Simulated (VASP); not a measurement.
## BP in VASP 6.6.1, single-point calculation

INCAR

```
NBANDS = 11
NELM = 120
SIGMA = 0.02
NELECT = 8.1
ISIF = 2
LCHARG = .FALSE.
ISMEAR = -1
LASPH = .TRUE.
LREAL = .FALSE.
LWAVE = .FALSE.
IBRION = -1
PREC = Accurate
GGA = PE
NSW = 0
EDIFF = 1E-7
ENCUT = 520
```

KPOINTS

```
KPOINTS created by Atomic Simulation Environment
0
Gamma
10 10 10
0 0 0
```

POSCAR

```
B  P
 1.0000000000000000
     0.0000000000000000    2.2683156689213848    2.2683156689213848
     2.2683156689213848    0.0000000000000000    2.2683156689213848
     2.2683156689213848    2.2683156689213848    0.0000000000000000
 B   P
   1   1
Cartesian
  0.0000000000000000  0.0000000000000000  0.0000000000000000
  1.1341578344606922  1.1341578344606922  1.1341578344606922
```

The recommended PBE PAW datasets give the neutral cell 8 valence electrons.

Command

```
mpirun -np 1 vasp_std
```

OSZICAR

```
N       E                     dE             d eps       ncg     rms          rms(c)
DAV:   1     0.121005875676E+02    0.12101E+02   -0.42446E+03  1034   0.676E+02
DAV:   2    -0.120596686295E+02   -0.24160E+02   -0.23399E+02  1323   0.113E+02
DAV:   3    -0.127716723713E+02   -0.71200E+00   -0.70956E+00  1343   0.170E+01
DAV:   4    -0.127748288040E+02   -0.31564E-02   -0.31562E-02  1161   0.127E+00
DAV:   5    -0.127748444712E+02   -0.15667E-04   -0.15668E-04  1286   0.931E-02    0.728E+00
DAV:   6    -0.121334841113E+02    0.64136E+00   -0.14228E+00  1175   0.526E+00    0.393E+00
DAV:   7    -0.120417783365E+02    0.91706E-01   -0.23543E-01  1280   0.244E+00    0.135E+00
DAV:   8    -0.120336215172E+02    0.81568E-02   -0.26206E-02  1215   0.929E-01    0.184E-01
DAV:   9    -0.120338738842E+02   -0.25237E-03   -0.66801E-04  1198   0.179E-01    0.121E-01
DAV:  10    -0.120340317036E+02   -0.15782E-03   -0.22024E-04  1178   0.927E-02    0.328E-02
DAV:  11    -0.120340396927E+02   -0.79891E-05   -0.99841E-06  1329   0.203E-02    0.332E-02
DAV:  12    -0.120340404774E+02   -0.78470E-06   -0.48588E-06  1145   0.107E-02    0.119E-02
DAV:  13    -0.120340403937E+02    0.83654E-07   -0.11856E-07   927   0.231E-03
   1 F= -.12034040E+02 E0= -.12033727E+02  d E =-.626059E-03
```

Standard output (part)

```
POSCAR found type information on POSCAR B P
 POSCAR found :  2 types and       2 ions
 LDA part: xc-table for (Slater+PW92), standard interpolation
 POSCAR, INCAR and KPOINTS ok, starting setup
 WAVECAR not read
 entering main loop
 the old and the new charge density differ
    0.728E+00
```

From OUTCAR

```
k-points           NKPTS =     47   k-points in BZ     NKDIM =     47   number of bands    NBANDS=     11

   NELECT =       8.1000    total number of electrons

   dimension x,y,z NGX =    24 NGY =   24 NGZ =   24
   dimension x,y,z NGXF=    48 NGYF=   48 NGZF=   48

  energy-cutoff  :      520.00
  volume of cell :       23.34
      direct lattice vectors                 reciprocal lattice vectors
     0.000000000  2.268315669  2.268315669    -0.220427874  0.220427874  0.220427874
     2.268315669  0.000000000  2.268315669     0.220427874 -0.220427874  0.220427874
     2.268315669  2.268315669  0.000000000     0.220427874  0.220427874 -0.220427874

 k-points in reciprocal lattice and weights: KPOINTS created by Atomic Simulation Env
   0.00000000  0.00000000  0.00000000       0.001
   0.10000000  0.00000000  0.00000000       0.008
   0.20000000  0.00000000  0.00000000       0.008
   0.30000000  0.00000000  0.00000000       0.008
   0.40000000  0.00000000  0.00000000       0.008
   0.50000000  0.00000000  0.00000000       0.004
   0.10000000  0.10000000  0.00000000       0.006
   0.20000000  0.10000000  0.00000000       0.024
   ...

 E-fermi :   9.1735

 k-point     1 :       0.0000    0.0000    0.0000
  band No.  band energies     occupation
      1      -8.0756      2.00000
      2       7.4073      2.00000
      3       7.4073      2.00000
      4       7.4073      2.00000
      5      10.8004      0.00000
      6      10.8004      0.00000
      7      10.8004      0.00000
      8      14.7852      0.00000
      9      18.8430      0.00000
     10      19.5280      0.00000
     11      19.5280      0.00000

 k-point     2 :       0.1000    0.0000    0.0000
  band No.  band energies     occupation
      1      -7.8951      2.00000
      2       6.1012      2.00000
      3       7.1115      2.00000
      4       7.1115      2.00000
      5      11.2098      0.00000
      6      11.2098      0.00000
      7      11.2361      0.00000
      8      15.3051      0.00000
      9      18.8358      0.00000
     10      18.8358      0.00000
     11      19.4167      0.00000

 k-point     3 :       0.2000    0.0000    0.0000
  band No.  band energies     occupation
      1      -7.3604      2.00000
      2       3.7538      2.00000
      3       6.5513      2.00000
      4       6.5513      2.00000
      5      11.4312      0.00000
      6      11.9299      0.00000
      7      11.9299      0.00000
      8      16.4690      0.00000
      9      18.2301      0.00000
     10      18.2301      0.00000
     11      20.2863      0.00000

 k-point     4 :       0.3000    0.0000    0.0000
  band No.  band energies     occupation
      1      -6.5011      2.00000
      2       1.3891      2.00000
      3       6.0618      2.00000
      4       6.0618      2.00000
      5      11.3362      0.00000
      6      12.2555      0.00000
      7      12.2555      0.00000
      8      17.3585      0.00000
      9      18.8095      0.00000
     10      18.8095      0.00000
     11      20.5606      0.00000

 k-point     5 :       0.4000    0.0000    0.0000
  band No.  band energies     occupation
      1      -5.4301      2.00000
      2      -0.6370      2.00000
      3       5.7517      2.00000
      4       5.7517      2.00000
      5      11.2207      0.00000
      6      12.1821      0.00000
      7      12.1821      0.00000
      8      17.5226      0.00000
      9      20.5072      0.00000
     10      20.5072      0.00000
     11      21.4664      0.00000

 ...

  Total        1.2117844      1.2117844      1.2117844     -0.0000000      0.0000000      0.0000000
  in kB       83.1755056     83.1755056     83.1755056     -0.0000000      0.0000000      0.0000000
  external PRESSURE =      83.1755056 kB  Pullay stress =       0.0000000 kB

 POSITION                                       TOTAL-FORCE (eV/Angst)
 -----------------------------------------------------------------------------------
      0.00000      0.00000      0.00000        -0.000000     -0.000000     -0.000000
      1.13416      1.13416      1.13416         0.000000      0.000000      0.000000
 -----------------------------------------------------------------------------------
    total drift:                                0.000000      0.000000      0.000000

  FREE ENERGIE OF THE ION-ELECTRON SYSTEM (eV)
  ---------------------------------------------------
  free  energy   TOTEN  =       -12.0340403937 eV

  energy  without entropy=      -12.0334143342  energy(sigma->0) =      -12.03372736
```

It converged. Results: pressure 8.3 GPa.

The cell is charged and sits in a uniform background.

For comparison, a separate PBE run of the intended cell, on usual settings and not on those above, gives a gap of 1.24 eV on its mesh and a pressure of 1.0 GPa.

The run above took about 6.6 s on one core of a shared host (Intel Xeon Platinum 8488C) and held 0.13 GiB at most.
